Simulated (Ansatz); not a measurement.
Runs of Ansatz 0.2.0 on AlN. It takes space group Fm-3m (No. 225, cubic). The conventional cell has a = 4.069 Å, b = 4.069 Å, c = 4.069 Å, α = 90.00°, β = 90.00°, γ = 90.00°. Al (site symmetry m-3m) has 6 N at 2.03 Å as nearest neighbours. N (site symmetry m-3m) has 6 Al at 2.03 Å as nearest neighbours. Measurements of this composition are mostly on another form, of space group No. 186.

```csv
level,gap on the mesh (eV),pressure (GPa),relaxed volume (Å³/atom)
BLYP+D3(BJ),5.06,0.0,8.09
RPBE+D3(BJ),5.25,0.0,7.65
PBEsol+D3(BJ),(c),0.0,(b)
BLYP+D4,5.03,0.0,8.12
revPBE+D4,5.07,0.0,8.09
RPBE+D4,(a),0.0,8.09
PBEsol+D4,4.82,0.0,8.15
revPBE+D3(BJ),5.03,0.0,8.12
```

Alike in all rows: task relaxation of cell and atoms; potentials or basis Ansatz PAW; no spin polarisation; cell relaxed; k mesh 11 × 11 × 11; cutoff (eV) 420; smearing fermi-dirac 0.05 eV.

Question: Fill in the values left out.

Answer: (a) 5.09; (b) 8.10; (c) 4.88.

Caveats: odd divisions of the mesh miss points on the zone boundary, where band edges often lie, so the gap on the mesh can be too wide; the plane-wave basis is chosen anew once the cell has moved, so the energies of steps on either side of that aren't comparable; the PAW data sets come from PBE, with cores solved anew for the run's functional, which leaves a small shift of forces and pressure.

A k mesh can miss the band edges.

Runs at the PBE level aren't shown here.
